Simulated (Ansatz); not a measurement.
A run of Ansatz 0.2.0:

Contents of input.yaml:

```yaml
crystal:
  lattice:
    - [0.0, 2.82891, 2.82891]
    - [2.82891, 0.0, 2.82891]
    - [2.82891, 2.82891, 0.0]
  atoms:
    - { symbol: Ge, position: [0.747572, 0.75281, 0.747846] }
    - { symbol: Ge, position: [0.495611, 0.502959, 0.502233] }
kpoints:
  mp_grid: { grid: [8, 8, 8] }
scf:
  occupations: { method: gaussian, width: 0.1 }
hamiltonian:
  xc: pbesol
  dispersion: d3bj
  pseudopotentials: { kind: all_electron, lapw: { basis_error: 0.001 } }
output:
  forces: true
  stress: true
  eigenvalues: true
  dos: { projected: false, de: 0.2, e_range: [-20, 6] }
```

Potentials or basis: all-electron LAPW, scalar-relativistic.

Run with:

```bash
$ ansatz run input.yaml --threads 1 --pin off --max-ram 3072MiB --backend cpu --events-out ev --progress --plain --runs-dir out
```

Hardware: 1 thread of Arm Neoverse V1 (shared host).

Problem. How long does it take, and how much memory?

Solution. Wall time 72 s on 1 thread of Arm Neoverse V1, on a shared host, peak memory 0.83 GiB. Counts: scf iterations 7, plane waves 561, k points 260, bands 27.
